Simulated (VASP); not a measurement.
Runs of VASP 6.6.1 on V. Symmetry: P6_3/mmc, No. 194, hexagonal system. The conventional cell has a = 2.692 Å, b = 2.692 Å, c = 4.397 Å, α = 90.00°, β = 90.00°, γ = 120.00°. V (site symmetry -6m2) has 12 V at 2.69 Å as nearest neighbours. This isn't the form of V at room conditions, which is bcc.

```tsv
task	level	potentials or basis	cell	k mesh	cutoff (eV)	mesh quality	gap on the mesh (eV)	pressure (GPa)	relaxed volume (Å³/atom)
single point	PBEsol	VASP PAW PBE potentials, release 64 (V_sv)	as given	18 × 18 × 10	520	not flagged	none	-5.7	-
relaxation of cell and atoms	PBEsol	VASP PAW PBE potentials, release 64 (V)	relaxed	18 × 18 × 10	580	not flagged	none	0.0	13.13
relaxation of cell and atoms	PBEsol	VASP PAW PBE potentials, release 64 (V_sv)	relaxed	6 × 6 × 4	600	coarse	none	0.0	13.27
relaxation of cell and atoms	RPBE	VASP PAW PBE potentials, release 64 (V_sv)	relaxed	18 × 18 × 10	600	not flagged	none	0.0	(a)
relaxation of cell and atoms	PBEsol	VASP PAW PBE potentials, release 64 (V_sv)	relaxed	18 × 18 × 10	600	not flagged	none	0.0	(b)
relaxation of cell and atoms	LDA	VASP PAW LDA potentials, release 64 (V_sv)	relaxed	18 × 18 × 10	600	not flagged	none	0.0	12.91
```

Alike in all rows: no spin polarisation; smearing gaussian 0.1 eV.

**Question.** Fill in the values left out.

**Answer.** (a) 14.19; (b) 13.32.

Caveats: some runs use coarse meshes; the PAW data sets were made with another functional, which shifts forces and pressure a little (some runs).

A gap of «none» marks a metal or a gap under the smearing width.

The runs don't all hold the same shells in valence.

Runs at the PBE level aren't shown here.
